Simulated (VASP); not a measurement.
Here is a VASP 6.6.1 calculation.

Contents of INCAR:

```
SYSTEM = Mg
PREC = Accurate
ENCUT = 600
EDIFF = 1E-7
ISMEAR = 0
SIGMA = 0.1
LREAL = .False.
LASPH = .True.
NELM = 60
ALGO = Normal
ISIF = 3
LWAVE = .False.
LCHARG = .False.
GGA = CA
IBRION = 2
NSW = 90
EDIFFG = -0.005
```

File KPOINTS:

```
regular mesh
0
Gamma
  15 15 8
  0 0 0
```

File POSCAR:

```
Mg
1.0
    3.2093000000      0.0000000000      0.0000000000
   -1.6046500000      2.7793353300      0.0000000000
    0.0000000000      0.0000000000      5.2103000000
Mg
2
Direct
    0.3333333300      0.6666666700      0.2500000000
    0.6666666700      0.3333333300      0.7500000000
```

Potentials or basis: VASP PAW LDA potentials, release 64 (Mg).

The run is started by

```bash
$ cat potpaw_LDA.64/Mg/POTCAR > POTCAR
$ mpirun -np 1 vasp_std > vasp.out
```

Question: What does it give for the space group after relaxing (to 0.05 Å)?

Answer: P6_3/mmc (No. 194).

Question: Predict the relaxed cell.

Answer: a = 3.137 Å, b = 3.137 Å, c = 5.024 Å, α = 90.00°, β = 90.00°, γ = 120.00°.

Question: Predict the band gap on the k mesh.

Answer: None (metal or under the smearing width).

Question: What does it give for the relaxed volume?

Answer: 21.41 Å³/atom.

Final structure:
```
Mg
1.0
     3.13723    0.00000    0.00000
    -1.56861    2.71692    0.00000
     0.00000    0.00000    5.02414
Mg
2
Direct
  0.33333 0.66667 0.25000
  0.66667 0.33333 0.75000
```

LDA usually gives volumes a few per cent too small. Zero-point motion and thermal expansion aren't in these numbers.
